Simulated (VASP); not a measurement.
# InP (F-43m) in VASP: further runs

The runs below take InP through relaxation of cell and atoms, single point, with AM05, HSE06.

Program: VASP 6.6.1. These are calculated values, not measurements. Logs are shortened: lines on timing, memory, paths and dates and some standing lists are left out, and cuts for length are marked.

## Step 1: The crystal as given

The structure is cubic, space group F-43m (No. 216). Conventional cell: a = 5.861 Å, b = 5.861 Å, c = 5.861 Å, α = 90.00°, β = 90.00°, γ = 90.00°. In (site symmetry -43m) is surrounded by 4 P at 2.54 Å. P (site symmetry -43m) has 4 In at 2.54 Å as nearest neighbours.

## Step 2: Relaxation of cell and atoms, AM05

INCAR reads:

```
PREC = Accurate ; ENCUT = 600
EDIFF = 1E-7 ; ISMEAR = -1
SIGMA = 0.05 ; LREAL = F
LASPH = T ; NELM = 80
ALGO = Fast ; ISIF = 3
LWAVE = F ; LCHARG = F
GGA = AM ; IBRION = 2
NSW = 40 ; EDIFFG = -0.01
```

KPOINTS reads:

```
regular mesh
0
Gamma
  8 8 8
```

POSCAR reads:

```
InP
1.0
    0.0000000000      2.9305000000      2.9305000000
    2.9305000000      0.0000000000      2.9305000000
    2.9305000000      2.9305000000      0.0000000000
In P
1 1
Direct
    0.0000000000      0.0000000000      0.0000000000
    0.7500000000      0.7500000000      0.7500000000
```

Potentials or basis: VASP PAW PBE potentials, release 64 (In_d, P).

Started as:

```
cat potpaw_PBE.64/In_d/POTCAR potpaw_PBE.64/P/POTCAR > POTCAR
mpirun -np 1 vasp_std > vasp.out
```

OUTCAR:

```text
PREC = Accurate
   ENCUT = 600
   EDIFF = 1E-7
   ISMEAR = -1
   LREAL = F
   LASPH = T
   NELM = 80
   ISIF = 3
   GGA = AM
   IBRION = 2
   NSW = 40
   EDIFFG = -0.01

 ion  position               nearest neighbor table
   1  0.000  0.000  0.000-   2 2.54   2 2.54   2 2.54   2 2.54
   2  0.750  0.750  0.750-   1 2.54   1 2.54   1 2.54   1 2.54

  LATTYP: Found a face centered cubic cell.
 ALAT       =     5.8610000000

  Lattice vectors:

 A1 = (   0.0000000000,   2.9305000000,   2.9305000000)
 A2 = (   2.9305000000,   0.0000000000,   2.9305000000)
 A3 = (   2.9305000000,   2.9305000000,   0.0000000000)

Analysis of symmetry for initial positions (statically):
=====================================================================
 Subroutine PRICEL returns:
 Original cell was already a primitive cell.

 Routine SETGRP: Setting up the symmetry group for a
 face centered cubic supercell.

 Subroutine GETGRP returns: Found 24 space group operations
 (whereof 24 operations were pure point group operations)
 out of a pool of 48 trial point group operations.

The static configuration has the point symmetry T_d .

Analysis of symmetry for dynamics (positions and initial velocities):
=====================================================================
 Subroutine PRICEL returns:
 Original cell was already a primitive cell.

 Routine SETGRP: Setting up the symmetry group for a
 face centered cubic supercell.

 Subroutine GETGRP returns: Found 24 space group operations
 (whereof 24 operations were pure point group operations)
 out of a pool of 48 trial point group operations.

The dynamic configuration has the point symmetry T_d .

 Subroutine INISYM returns: Found 24 space group operations
 (whereof 24 operations are pure point group operations),
 and found     1 'primitive' translations

----------------------------------------------------------------------------------------

                                     Primitive cell

  volume of cell :      50.3333

  direct lattice vectors                    reciprocal lattice vectors
     0.000000000  2.930500000  2.930500000    -0.170619348  0.170619348  0.170619348
     2.930500000  0.000000000  2.930500000     0.170619348 -0.170619348  0.170619348
     2.930500000  2.930500000  0.000000000     0.170619348  0.170619348 -0.170619348

  length of vectors
     4.144352845  4.144352845  4.144352845     0.295521380  0.295521380  0.295521380

  position of ions in fractional coordinates (direct lattice)
     0.000000000  0.000000000  0.000000000
     0.750000000  0.750000000  0.750000000

  ion indices of the primitive-cell ions
   primitive index   ion index
                 1           1
                 2           2

[... 99 lines left out ...]
   IVDW    =     0    specifies the selected vdW correction
   LEPSILON=     F    determine dielectric tensor
   LRPA    =     F    only Hartree local field effects (RPA)
 conjugate gradient relaxation of ions
 non-spin polarized calculation
 RMM-DIIS sequential band-by-band and
  energy-cutoff  :      600.00
  volume of cell :       50.33
 maximum number of plane-waves:      1700
 NGX is ok and might be reduce to    36
   NGX = 17   NGY = 17   NGZ = 17

--------------------------------------- Ionic step        1  -------------------------------------------

 number of electron      17.9999998 magnetization

 Free energy of the ion-electron system (eV)
  ---------------------------------------------------
  ext. energy  EPLUGINS =         0.00000000
  ---------------------------------------------------
  free energy    TOTEN  =        -8.66129973 eV

  energy without entropy =       -8.66129446  energy(sigma->0) =       -8.66129710

------------------------ aborting loop because EDIFF is reached ----------------------------------------

  FORCE on cell =-STRESS in cart. coord.  units (eV):
  Direction    XX          YY          ZZ          XY          YZ          ZX
  --------------------------------------------------------------------------------------
  -------------------------------------------------------------------------------------
  Total        0.2941099      0.2941099      0.2941099      0.0000000      0.0000000     -0.0000000
  in kB        9.3619234      9.3619234      9.3619234      0.0000000      0.0000000     -0.0000000
  external PRESSURE =       9.3619234 kB  Pullay stress =       0.0000000 kB
[... 59 lines left out ...]
--------------------------------------- Ionic step        3  -------------------------------------------

 number of electron      17.9999998 magnetization

 Free energy of the ion-electron system (eV)
  ---------------------------------------------------
  ext. energy  EPLUGINS =         0.00000000
  ---------------------------------------------------
  free energy    TOTEN  =        -8.66326737 eV

  energy without entropy =       -8.66325720  energy(sigma->0) =       -8.66326228

 E-fermi :   5.3481     XC(G=0):  -9.2664

 val. band max:        5.0016928232   @ k =   0.0000   0.0000   0.0000
 cond. band min:       5.6316777528   @ k =   0.0000   0.0000   0.0000
 fundamental gap:      0.6299849295
 Fermi energy:         5.3481340410

 k-point     1 :       0.0000    0.0000    0.0000
  band No.  band energies     occupation
      1      -9.1404      2.00000
      2      -9.1404      2.00000
      3      -9.1404      2.00000
      4      -8.9953      2.00000
      5      -8.9953      2.00000
      6      -6.4190      2.00000
      7       5.0017      1.99804
      8       5.0017      1.99804
      9       5.0017      1.99804
     10       5.6317      0.00687
     11       9.0420      0.00000
     12       9.0420      0.00000
     13       9.0420      0.00000
[... 354 lines left out ...]
  band No.  band energies     occupation
      1      -9.2668      2.00000
      2      -9.0936      2.00000
      3      -9.0744      2.00000
      4      -9.0001      2.00000
      5      -8.9825      2.00000
      6      -4.4061      2.00000
      7      -0.5197      2.00000
      8       2.3370      2.00000
      9       3.3884      2.00000
     10       8.1052      0.00000
     11       9.1755      0.00000
     12      10.8257      0.00000
     13      12.1838      0.00000

 [... further k-points ...]

------------------------ aborting loop because EDIFF is reached ----------------------------------------

  FORCE on cell =-STRESS in cart. coord.  units (eV):
  Direction    XX          YY          ZZ          XY          YZ          ZX
  --------------------------------------------------------------------------------------
  -------------------------------------------------------------------------------------
  Total        0.0018356      0.0018356      0.0018356     -0.0000000      0.0000000     -0.0000000
  in kB        0.0576346      0.0576346      0.0576346     -0.0000000      0.0000000     -0.0000000
  external PRESSURE =       0.0576346 kB  Pullay stress =       0.0000000 kB
[... 17 lines left out ...]
  FREE ENERGIE OF THE ION-ELECTRON SYSTEM (eV)
  ---------------------------------------------------
  free  energy   TOTEN  =        -8.6632673709 eV

  energy  without entropy=       -8.6632571987  energy(sigma->0) =       -8.66326228

 reached required accuracy - stopping structural energy minimisation
```

OSZICAR:

```text
N       E                     dE             d eps       ncg     rms          rms(c)
DAV:   1     0.118351556151E+03    0.11835E+03   -0.92729E+03   754   0.170E+03
DAV:   2    -0.163568498379E+00   -0.11852E+03   -0.11469E+03   769   0.350E+02
DAV:   3    -0.877432369159E+01   -0.86108E+01   -0.85394E+01   979   0.958E+01
[... 43 lines left out ...]
RMM:  12    -0.866327036857E+01    0.11865E-05   -0.49307E-07   730   0.107E-02    0.189E-01
RMM:  13    -0.866326847581E+01    0.18928E-05   -0.19762E-06   852   0.165E-02    0.951E-02
RMM:  14    -0.866326773876E+01    0.73705E-06   -0.69151E-07   759   0.110E-02    0.431E-02
RMM:  15    -0.866326747058E+01    0.26818E-06   -0.36019E-07   626   0.642E-03    0.181E-02
RMM:  16    -0.866326737089E+01    0.99685E-07   -0.86667E-08   491   0.324E-03
   3 F= -.86632674E+01 E0= -.86632623E+01  d E =-.196764E-02
```

Wall time 57 s (1 thread of Intel Xeon 6975P-C (Granite Rapids), shared host); peak memory 0.22 GiB.

What came out:

| Item | Value |
| --- | --- |
| Free energy | -8.6633 eV |
| Relaxed volume | 25.51 Å³/atom |
| Relaxed cell | a = 4.163 Å, b = 4.163 Å, c = 4.163 Å, α = 60.00°, β = 60.00°, γ = 60.00° |
| Space group after relaxing (to 0.05 Å) | F-43m (No. 216) |
| Energy gained by relaxing | 1.0 meV/atom |
| Ionic steps | 3 |
| Pressure after relaxing | 0.0 GPa |
| Band gap on the k mesh | 0.63 eV, direct |

The path:
| step | energy change (eV) | largest force (eV/Å) | pressure (GPa) | volume (Å³) |
| --- | --- | --- | --- | --- |
| 1 | 0.0000 | 0.0000 | 0.94 | 50.33 |
| 2 | -0.0014 | 0.0000 | -0.58 | 51.41 |
| 3 | -0.0020 | 0.0000 | 0.01 | 51.03 |

Final structure:
```
In P
1.0
     0.00000    2.94391    2.94391
     2.94391    0.00000    2.94391
     2.94391    2.94391    0.00000
In P
1 1
Cartesian
  0.0000 0.0000 0.0000
  4.4159 4.4159 4.4159
```

Caveat: the PAW data sets were made with another functional, which shifts forces and pressure a little; spin-orbit coupling is left out, which moves the levels of the heavy elements. As with any semilocal functional, this AM05 gap is likely too small.

## Step 3: Single point, HSE06

POSCAR is that of step 2.

INCAR.step1 reads:

```
SYSTEM = InP
  ALGO = Normal
  EDIFF = 1E-5
  ENCUT = 350
  GGA = PE
  ISIF = 2
  ISMEAR = 0
  LASPH = .True.
  LCHARG = .False.
  LREAL = .False.
  LWAVE = .True.
  NBANDS = 17
  NELM = 100
  NKRED = 1
  PREC = Accurate
  SIGMA = 0.01
```

INCAR.step2 reads:

```
SYSTEM = InP
  ALGO = Normal
  EDIFF = 1E-6
  ENCUT = 350
  GGA = PE
  HFSCREEN = 0.2
  ISIF = 2
  ISMEAR = 0
  ISTART = 1
  LASPH = .True.
  LCHARG = .False.
  LHFCALC = .True.
  LREAL = .False.
  LWAVE = .False.
  NBANDS = 17
  NELM = 100
  NKRED = 1
  PREC = Accurate
  PRECFOCK = Fast
  SIGMA = 0.01
```

KPOINTS reads:

```
k-points
0
Gamma
  6 6 6
  0 0 0
```

Potentials or basis: VASP PAW PBE potentials, release 64 (In_d, P).

Started as:

```
cat potpaw_PBE.64/In_d/POTCAR potpaw_PBE.64/P/POTCAR > POTCAR
cp INCAR.step1 INCAR
mpirun -np 1 vasp_std > vasp.out
cp INCAR.step2 INCAR
mpirun -np 1 vasp_std > vasp.out
```

It took 9.8 min on 1 thread of Intel Xeon Platinum 8488C (Sapphire Rapids), shared host; peak memory 0.26 GiB.

These settings aren't checked as converged: the numbers below hold their error.

What came out:

```yaml
Free_energy: -10.0082 eV
Pressure: 1.1 GPa
Band_gap_on_the_k_mesh: 1.51 eV, direct
```

Caveat: the PAW data sets were made with another functional, which shifts forces and pressure a little; spin-orbit coupling is left out, which moves the levels of the heavy elements.

## Step 4: For comparison

An earlier run on the cell as given: functional PBEsol; potentials or basis VASP PAW PBE potentials, release 64 (In_d, P); cutoff 520 eV; k mesh 8 × 8 × 8; occupations fermi-dirac, width 0.05 eV; no spin polarisation.

- Pressure: 0.6 GPa
- Band gap on the k mesh: 0.61 eV, direct
